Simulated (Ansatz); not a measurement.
# How KI answers to pressure

```cif
data_structure
_symmetry_space_group_name_H-M 'Fm-3m'
_symmetry_Int_Tables_number 225
_cell_length_a 7.0491
_cell_length_b 7.0491
_cell_length_c 7.0491
_cell_angle_alpha 90.000
_cell_angle_beta 90.000
_cell_angle_gamma 90.000
_cell_volume 350.27
loop_
_atom_site_label
_atom_site_type_symbol
_atom_site_symmetry_multiplicity
_atom_site_Wyckoff_symbol
_atom_site_fract_x
_atom_site_fract_y
_atom_site_fract_z
_atom_site_occupancy
K1 K 4 a 0.00000 0.00000 0.00000 1
I1 I 4 b 0.50000 0.00000 0.00000 1
```

The runs use the primitive cell with vectors (0.000, 3.525, 3.525), (3.525, 0.000, 3.525), (3.525, 3.525, 0.000) Å, to which the k mesh refers.

The structure is cubic, space group Fm-3m (No. 225). Conventional cell: a = 7.049 Å, b = 7.049 Å, c = 7.049 Å, α = 90.00°, β = 90.00°, γ = 90.00°. Around K (site symmetry m-3m) lie 6 I at 3.52 Å. I (site symmetry m-3m) is surrounded by 6 K at 3.52 Å.

The cell is COD entry 9009735, as deposited and not checked against the literature; nothing was relaxed.

No spin–orbit coupling, which matters for the heavy atoms here.

Method: DFT, PBE, all-electron LAPW, scalar-relativistic in Ansatz 0.2.0.

The runs use a Γ-centred 8×8×8 k mesh, Fermi–Dirac smearing of 0.01 eV, basis error target 1 meV/atom, no spin polarisation.

The cell is scaled evenly with fractional coordinates held. Semilocal gaps are too small, but their slopes carry over better.

| V/V(cell) | P (GPa) | gap on the k mesh (eV) |
| --- | --- | --- |
| 0.9405 | 1.65 | 4.133 |
| 0.9700 | 1.13 | 4.056 |
| 1.0000 | 0.68 | 3.983 |
| 1.0300 | 0.30 | 3.914 |

From the rows at 0.9700 and 1.0300, what is the bulk modulus at the cell's volume?

B = −ΔP/Δln V = −[(0.30) − (1.13)]/0.06002 = 13.8 GPa. This is the modulus at 0.68 GPa, not at zero pressure.

What are the gap's volume deformation potential and pressure coefficient?

dEg/dln V = (3.914 − 4.056)/0.06002 = -2.37 eV, and dEg/dP = −(dEg/dln V)/B = 172 meV/GPa: pressure widens the gap.

Predict the row at V/V(cell) = 1.0600. How far is a linear estimate of P off?

P = -0.02 GPa, gap 3.850 eV. The linear estimate P(cell) − B ln(V/V(cell)) = -0.12 GPa misses by 0.10 GPa, since the modulus falls on expansion.
